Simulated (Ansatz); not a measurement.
Stackings of close-packed layers of Si (tetrahedral net, letters for double layers), each relaxed to a stress under 0.05 GPa; h and k mark layers whose two neighbours have the same or different letters; energies count from the stacking AB (P6_3/mmc).

These are results of DFT PBEsol, scalar-relativistic, plane waves, PAW (Ansatz), not measurements.

Plane waves to 420 eV, a k mesh through Γ of 12×12×2 on the computed 16-atom cell and Gaussian smearing (0.01 eV); no spin polarisation.

Start (ABACACAC (khkhhhhh)):

```
CELL_PARAMETERS angstrom
3.82477 0.00000 0.00000
-1.91239 3.31235 0.00000
0.00000 0.00000 25.29871
ATOMIC_POSITIONS crystal
Si 0.00000 0.00000 0.00000
Si 0.00000 0.00000 0.09375
Si 0.33333 0.66667 0.12500
Si 0.33333 0.66667 0.21875
Si 0.00000 0.00000 0.25000
Si 0.00000 0.00000 0.34375
Si 0.66667 0.33333 0.37500
Si 0.66667 0.33333 0.46875
Si 0.00000 0.00000 0.50000
Si 0.00000 0.00000 0.59375
Si 0.66667 0.33333 0.62500
Si 0.66667 0.33333 0.71875
Si 0.00000 0.00000 0.75000
Si 0.00000 0.00000 0.84375
Si 0.66667 0.33333 0.87500
Si 0.66667 0.33333 0.96875
```

**Question.** Relax it.

**Answer.** The free energy falls by 0 meV/atom.

- excess energy (meV/atom): -3.5
- spacing of like layers (Å): 3.156
- a (Å): 3.828
- gap on the mesh (eV): 0.36

Relaxed structure:
```xyz
16
Lattice="3.8284 0.0000 0.0000 -1.9142 3.3155 0.0000 0.0000 0.0000 25.2475" Properties=species:S:1:pos:R:3 pbc="T T T"
Si    0.0000    0.0000    0.0151
Si    0.0000    0.0000    2.3629
Si    0.0000    2.2103    3.1546
Si    0.0000    2.2103    5.5242
Si    0.0000    0.0000    6.3159
Si    0.0000    0.0000    8.6637
Si    1.9142    1.1052    9.4558
Si    1.9142    1.1052   11.8234
Si    0.0000    0.0000   12.6190
Si    0.0000    0.0000   14.9843
Si    1.9142    1.1052   15.7803
Si    1.9142    1.1052   18.1460
Si    0.0000    0.0000   18.9420
Si    0.0000    0.0000   21.3073
Si    1.9142    1.1052   22.1029
Si    1.9142    1.1052   24.4705
```

The run took 9 min on 1 thread of Intel(R) Xeon(R) Processor @ 2.50GHz (Skylake/Cascade Lake) (shared host), peak memory 0.77 GiB.